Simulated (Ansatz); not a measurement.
G0W0 rungs for RbBr (Fm-3m).

The database entry behind the starting cell differs from later determinations by our own check (about 0.5 % short), so it need not match the best structure at ambient conditions.

Symmetry: Fm-3m, No. 225, cubic system. Conventional cell: a = 6.854 Å, b = 6.854 Å, c = 6.854 Å, α = 90.00°, β = 90.00°, γ = 90.00°. Rb has 6 Br at 3.43 Å nearest. Br has 6 Rb at 3.43 Å nearest. Farther neighbours and most contacts between anions are not listed.

```
Rb Br
1.0
     0.00000    3.42700    3.42700
     3.42700    0.00000    3.42700
     3.42700    3.42700    0.00000
Rb Br
1 1
Direct
  0.00000 0.00000 0.00000
  0.50000 0.50000 0.50000
```

The cell and positions come from the Crystallography Open Database and are kept as given unless a step says otherwise.

Runs so far (Ansatz 0.2.0, start PBE, PAW set soft_1 files, 4×4×4 mesh). Times are wall times on 1 × NVIDIA GB200 (shared by 2 runs) with 24 threads of Arm Neoverse V2, shared host, good to a factor of about two.

| bands summed | cutoff (eV) | gap on the mesh (eV) | time |
| --- | --- | --- | --- |
| 92 | 60 | 6.539 | 1.8 s |
| 248 | 120 | 6.789 | 2 s |

**Question.** What should the next rung give, with 524 bands and screening to 200 eV, and where is the limit?

The error falls about as one over the bands when the cutoff rises with them. A line through the two highest rungs given predicts 6.866 eV; the run gave 6.906 eV, a miss of 0.040 eV, so the law fails here: the steps don't follow it yet. The two highest rungs put the limit near 7.011 eV, the pair below near 6.936 eV; neither can be trusted until a further rung is run.

Gaps are over the mesh's points; an edge off the mesh would be missed. Limits: not at the basis limit; no spin-orbit coupling.

[Paths, hosts, dates, memory and timing lines, banners, echoed tables and standing remarks are left out of the program output.]

[Logs are printed without paths, hosts, clocks, repeated set-up lines and the standing remarks that a program may print on its own settings, such as how far it seeks lower states.]

[Runs of the session that timed out or met a known fault of the program may be left out.]

[Cells called generated may have been cut or substituted from an entry of the Crystallography Open Database or the Materials Project.]

[Hosts, paths, dates, database ids (printed as entryN), source tags and the programs' standing remarks are cut or masked in the printed files.]
